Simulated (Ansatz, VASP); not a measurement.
## In3GaP2: VASP beside Ansatz

```
CELL_PARAMETERS angstrom
6.20077 0.00000 0.00000
-3.10038 5.37002 0.00000
0.00000 0.00000 3.96600
ATOMIC_POSITIONS crystal
In 0.00000 0.50000 0.50000
In 0.50000 0.50000 0.50000
In 0.50000 0.00000 0.50000
Ga 0.00000 0.00000 0.00000
P 0.33333 0.66667 0.00000
P 0.66667 0.33333 0.00000
```

Change from the starting cell: species swapped into the CeSi2Ru3 type (P6/mmm, No. 191).

Alike in both runs: task single point; functional PBE; k mesh 3 × 3 × 4; occupations gaussian, width 0.1 eV; no spin polarisation.

|  | VASP | Ansatz |
| --- | --- | --- |
| version | VASP 6.6.1 | Ansatz 0.2.0 |
| potentials or method | VASP PAW PBE potentials, release 64 (In_d, Ga_d, P) | scalar-relativistic, plane waves, PAW |
| plane-wave cutoff (eV) | 520 | 420 |
| valence electrons in the cell | 62 | 62 |

Ansatz gave:

| Property | Result |
| --- | --- |
| gap on the k mesh at the Fermi level (eV) | none |
| pressure (GPa) | 9.1 |
| largest component of the traceless stress (GPa) | 0.10 |

Question: Which values does VASP return?

Answer: gap on the k mesh at the Fermi level (eV): none; pressure (GPa): 9.1; largest component of the traceless stress (GPa): 0.11.

A gap of «none» marks a metal or a gap that the smearing closes. The functional is the same, so the differences come from potentials, cutoffs and numerics.

Caveats: the k mesh is coarse (spacing up to 0.40 Å⁻¹), so the values aren't converged.
